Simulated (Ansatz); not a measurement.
A band-structure calculation of a 2-atom cell of SrO started from a crystallographic database with the plane-wave code Ansatz, at the level PBE. The geometry is the r2SCAN minimum.

```yaml
crystal:
  lattice:
    - [0.0, 2.5798927426, 2.5798927426]
    - [2.5798927426, 0.0, 2.5798927426]
    - [2.5798927426, 2.5798927426, 0.0]
  atoms:
    - { symbol: Sr, position: [0.5, 0.5, 0.5] }
    - { symbol: O, position: [0.0, 0.0, 0.0] }
kpoints:
  mp_grid: { grid: [8, 8, 8] }
  band_path:
    path:
      - [[0.0, 0.0, 0.0], [0.5, -2.57525723241e-34, 0.5], [0.625, 0.25, 0.625]]
      - [[0.375, 0.375, 0.75], [0.0, 0.0, 0.0], [0.5, 0.5, 0.5], [0.5, 0.25, 0.75], [0.5, -2.57525723241e-34, 0.5]]
    npoints: 10
hamiltonian:
  xc: pbe
scf:
  occupations: { method: fermi_dirac, width: 0.02 }
  n_extra_bands: 4
output:
  forces: true
  stress: true
  eigenvalues: true
  write_density: true
  write_potential: true
  elf: true
  volumetric_format: npy
```

In the abridged output below, numbers in square brackets stand for lines, or ends of lines, that were taken out.
```
Functional definition: PBE
  parameter kappa = 0.804
  parameter beta = 0.06672455060314922
  exchange = pbe_x(kappa = kappa, mu = beta*pi^2/3)
  correlation = pbe_c(beta = beta)
Crystal: 2 atoms, lattice volume = 34.343 Å³
Basis set: ecut = 420 eV, 645 PW (Γ)
Bands: 12, of which v1, the nominal top of the filled ones, is band 8 counted from 1 (7 counted from 0)
Symmetry: 48 space group operations
Space group: Fm-3m (ITA 225)
k-points: 29 of 512
Free energy (F): -4114.624809 eV
[1]
--- Stress (GPa, compression-positive) ---
[2]
--- Band table (eV; the first three rows and the last of 29) ---
[3]
```

The rows of the band table are 0: (0, 0, 0) = Γ, 1: (0, 0, 1/8), 2: (0, 0, 1/4), 28: (1/4, -1/2, -1/4) = W.

**Question.** Give the withheld lines. They hold the stress, the Fermi energy and the band table.

**Answer.**
```
[1]
Fermi energy:    9.485019 eV
[2]
        1.806526       0.000000       0.000000
        0.000000       1.806526       0.000000
        0.000000       0.000000       1.806526
  P = ⅓ Tr σ = 1.8065 GPa (18.065 kbar)
[3]
  k-point 0: bands = […, -6.1688, -6.1688, -6.1688, 7.8245, 7.8245, 7.8245, 11.7576, 14.0611, 14.0611, 14.0611]
  k-point 1: bands = […, -6.1807, -6.1807, -5.8591, 7.3799, 7.6359, 7.6359, 12.4500, 13.9010, 14.3597, 14.3597]
  k-point 2: bands = […, -6.2091, -6.2091, -5.4163, 6.5727, 7.2284, 7.2284, 13.7971, 13.9990, 15.1722, 15.1722]
  k-point 28: bands = […, -6.8212, -6.8212, -5.6032, 6.7318, 7.3994, 7.3994, 13.8406, 13.8406, 16.4122, 18.9057]
```
The trailing digits, and the zero of the energies, depend on the potentials and thresholds.

Run as `ansatz run input.yaml --threads 2 --pin off --max-ram 2211MiB --backend cpu --events-out ev --progress --plain --runs-dir out`. It took 0.57 s on 2 threads of Intel(R) Xeon(R) 6975P-C (Granite Rapids), with other jobs on the host; peak host memory 0.37 GiB.

No spin polarisation and no zero-point or thermal motion.
